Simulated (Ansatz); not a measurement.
## AlRu: what relativity and spin–orbit coupling change

```yaml
crystal:
  lattice:
    - [2.99160, 0.00000, 0.00000]
    - [0.00000, 2.99160, 0.00000]
    - [0.00000, 0.00000, 2.99160]
  atoms:
    - { symbol: Al, position: [0.00000, 0.00000, 0.00000] }
    - { symbol: Ru, position: [0.50000, 0.50000, 0.50000] }
```

Atom numbers follow the list: Al1, Ru2.

The cell is COD entry 1527371, as deposited and not checked against the literature; nothing was relaxed.

Spin polarisation is left out, and whether a magnetic state lies lower isn't shown here.

One fixed cell is solved with PBE by full-potential LAPW in Ansatz 0.2.0 under different relativistic treatments. Pressure is positive in compression.

Settings: a Γ-centred 12×12×12 k mesh, Fermi–Dirac smearing of 0.05 eV, basis error target 1 meV/atom, no spin polarisation.

```
                 setting  P (GPa)  lowest level at Γ above −25 eV, from the valence-band top or, without a gap, the Fermi level (eV)
     scalar-relativistic     2.43                                                                                              -9.66
        non-relativistic     6.05                                                                                              -9.24
with spin–orbit coupling     2.49                                                                                              -9.66
```
